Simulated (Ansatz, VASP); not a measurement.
**Two plane-wave programs on GaN**

The input INCAR:

```
PREC = Accurate ; ENCUT = 600
EDIFF = 1E-6 ; ISMEAR = 0
SIGMA = 0.1 ; LREAL = False
LASPH = True ; NELM = 60
ALGO = Normal ; ISIF = 3
LWAVE = False ; LCHARG = False
GGA = PE ; IBRION = 2
NSW = 100 ; EDIFFG = -0.01
```

The input KPOINTS:

```
Automatic mesh
0
Gamma
  24 24 20
```

POSCAR

```
GaN
1.0
    2.9956605046      0.0000000000      0.0000000000
   -1.4978302523      2.5943180981      0.0000000000
    0.0000000000      0.0000000000      2.6757328740
Ga N
1 1
Direct
    0.6666666667      0.3333333333      0.5000000000
    0.0000000000      0.0000000000      0.0000000000
```

Input for Ansatz:

```yaml
crystal:
  lattice:
    - [2.9956605046, 0.0, 0.0]
    - [-1.4978302523, 2.5943180981, 0.0]
    - [0.0, 0.0, 2.675732874]
  atoms:
    - { symbol: Ga, position: [0.6666666667, 0.3333333333, 0.5] }
    - { symbol: "N", position: [0.0, 0.0, 0.0] }
basis:
  ecutwfc: 420
kpoints:
  mp_grid: { grid: [24, 24, 20] }
hamiltonian:
  xc: pbe
scf:
  occupations: { method: gaussian, width: 0.1 }
output:
  forces: true
  stress: true
  eigenvalues: true
relax:
  adjacent_minimum: "off"
  f_tol: 0.01
  max_steps: 80
  cell: { stress_tol: 0.05 }
```

Change from the starting cell: species swapped into the WC type (P-6m2, No. 187).

Alike in both runs: task relaxation of cell and atoms; functional PBE; k mesh 24 × 24 × 20; occupations gaussian, width 0.1 eV; no spin polarisation.

```csv
,VASP,Ansatz
version,VASP 6.6.1,Ansatz 0.2.0
potentials or method,"VASP PAW PBE potentials, release 64 (Ga_d, N)","scalar-relativistic, plane waves, PAW"
plane-wave cutoff (eV),600,420
valence electrons in the cell,18,18
```

```tsv
	VASP	Ansatz	Ansatz less VASP
gap on the k mesh at the Fermi level, each at its own relaxed structure (eV)	none	none	-
relaxed volume (Å³/atom)	10.35	10.32	-0.024
relaxed cell length with the largest relative difference (Å)	2.686	2.683	-0.0025
```

A gap of «none» marks a metal or a gap that the smearing closes.
